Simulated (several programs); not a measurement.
# What each method gives for Bi (puckered monolayer)

Bi as a puckered monolayer, relaxed with r2SCAN in Ansatz, was computed with several methods. The sheet's in-plane cell has a = 5.118 Å, b = 4.520 Å (γ = 90.0°), and its outermost atoms lie 2.95 Å apart along the normal. Bi has 3 Bi at 2.99–3.06 Å. Note: simulated data, non-magnetic, for a generated structure that need not be the stable one.

```
CELL_PARAMETERS angstrom
5.11825 0.00000 0.00000
0.00000 4.51970 0.00000
0.00000 0.00000 29.35979
ATOMIC_POSITIONS crystal
Bi 0.04808 0.00000 0.37387
Bi 0.45192 0.50000 0.37387
Bi 0.54808 0.50000 0.27328
Bi 0.95192 0.00000 0.27328
```
The sheet repeats along a and b alone.

Gaps and times are for a single point on this cell. Times are rough, from shared hosts (Arm Neoverse V1), and each method has its own mesh and cell size. PM6 (MOPAC), PM7 (MOPAC), GFN1-xTB (tblite), GFN2-xTB (tblite) treat a cluster of cells at its zone centre, which samples few k points: where these miss a band edge, the gap comes out too large for that reason alone. Gaps from k meshes are read at a limited set of points (mesh, symmetry points, PBE's band edges), so each method's own least gap may be somewhat smaller. xTB and the PM methods were fitted mostly to molecules, and can miss a solid's gap by electronvolts. Minimal bases can be far off for gaps. Times of the plane-wave ladder aren't listed, since it ran on unlike processors and cards. d marks a direct gap, i an indirect one (no mark: not told apart), a dash a value that wasn't computed or didn't pass its checks.

```json
{"method": "PM6 (MOPAC)", "kind": "semi-empirical", "gap (eV)": "4.50", "atoms computed": "cluster", "processor time": "0.29 s"}
{"method": "GFN1-xTB (tblite)", "kind": "tight binding", "gap (eV)": "1.68", "atoms computed": "cluster", "processor time": "0.75 s"}
{"method": "GFN2-xTB (tblite)", "kind": "tight binding", "gap (eV)": "1.67", "atoms computed": "cluster", "processor time": "0.82 s"}
{"method": "PM7 (MOPAC)", "kind": "semi-empirical", "gap (eV)": "3.41", "atoms computed": "cluster", "processor time": "1 s"}
{"method": "light PBE (260 eV and a coarse mesh)", "kind": "light plane-wave", "gap (eV)": "0.04 d", "atoms computed": "4", "processor time": "5.6 s"}
{"method": "PBE/single zeta (GPAW)", "kind": "small basis", "gap (eV)": "0.03 d", "atoms computed": "4", "processor time": "7 s"}
{"method": "PBE+SOC", "kind": "semilocal", "gap (eV)": "0.17 d", "atoms computed": "4", "processor time": "–"}
{"method": "LDA", "kind": "semilocal", "gap (eV)": "0.28 d", "atoms computed": "4", "processor time": "–"}
{"method": "PBE", "kind": "semilocal", "gap (eV)": "0", "atoms computed": "4", "processor time": "–"}
{"method": "HSE06", "kind": "hybrid", "gap (eV)": "0.08 d", "atoms computed": "4", "processor time": "–"}
{"method": "r2SCAN", "kind": "semilocal", "gap (eV)": "0.09 d", "atoms computed": "4", "processor time": "–"}
{"method": "PBE0", "kind": "hybrid", "gap (eV)": "0.18 d", "atoms computed": "4", "processor time": "–"}
```

Runs without a result: GLLB-SC (GPAW) (single point, out of time).

With PBE the bands overlap or touch, or nearly. Semilocal functionals can close a real gap, so this doesn't show a metal; small gaps of other methods may in turn close between the points read or with spin-orbit coupling, and the solid may be a semimetal.

Only the rows marked +SOC include spin-orbit coupling.
